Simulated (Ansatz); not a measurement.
CsSnI3 (started from an entry of an open crystallographic database) was relaxed with 4 functionals in Ansatz, cell and atoms free, the symmetry of the start kept (meshes: PBE 4×4×4, r2SCAN 4×4×4, PBEsol 4×4×4, LDA 4×4×4). Calculated for a static, non-magnetic cell.

The LDA result:
```yaml
crystal:
  lattice:
    - [6.04840, 0.00000, 0.00000]
    - [0.00000, 6.04840, 0.00000]
    - [0.00000, 0.00000, 6.04840]
  atoms:
    - { symbol: Cs, position: [0.00000, 0.00000, 0.00000] }
    - { symbol: Sn, position: [0.50000, 0.50000, 0.50000] }
    - { symbol: I, position: [0.00000, 0.50000, 0.50000] }
    - { symbol: I, position: [0.50000, 0.00000, 0.50000] }
    - { symbol: I, position: [0.50000, 0.50000, 0.00000] }
```

Space group Pm-3m (No. 221), cubic; conventional cell a = 6.048 Å, 44.25 Å³ an atom. Cs has 12 I at 4.28 Å; Sn has 6 I at 3.02 Å; I has 2 Sn at 3.02 Å and 4 Cs at 4.28 Å.

Question: Order the functionals by the relaxed volume, smallest first.
A. LDA
B. PBEsol
C. r2SCAN
D. PBE

Answer: A (44.25 Å³/atom), B (46.68 Å³/atom), C (48.63 Å³/atom), D (50.01 Å³/atom).

Question: How does the cell change with r2SCAN?

Answer: a = 6.241 Å; the volume differs by +9.9 % from LDA's. Cs has 12 I at 4.41 Å; Sn has 6 I at 3.12 Å; I has 2 Sn at 3.12 Å and 4 Cs at 4.41 Å.

Question: What lattice does PBEsol give?

Answer: a = 6.157 Å; the volume differs by +5.5 % from LDA's. Cs is surrounded by 12 I at 4.35 Å; Sn is surrounded by 6 I at 3.08 Å; I is surrounded by 2 Sn at 3.08 Å and 4 Cs at 4.35 Å.

Question: Held at the r2SCAN cell, what mean stress do LDA and PBE find, and does its sign point to their own minimum?

Answer: Yes. LDA -1.53 GPa, and its relaxed volume is -9.0 % from r2SCAN's; PBE +0.49 GPa, and its relaxed volume is +2.8 % from r2SCAN's. Compression counts positive, so a positive stress asks for a larger cell.
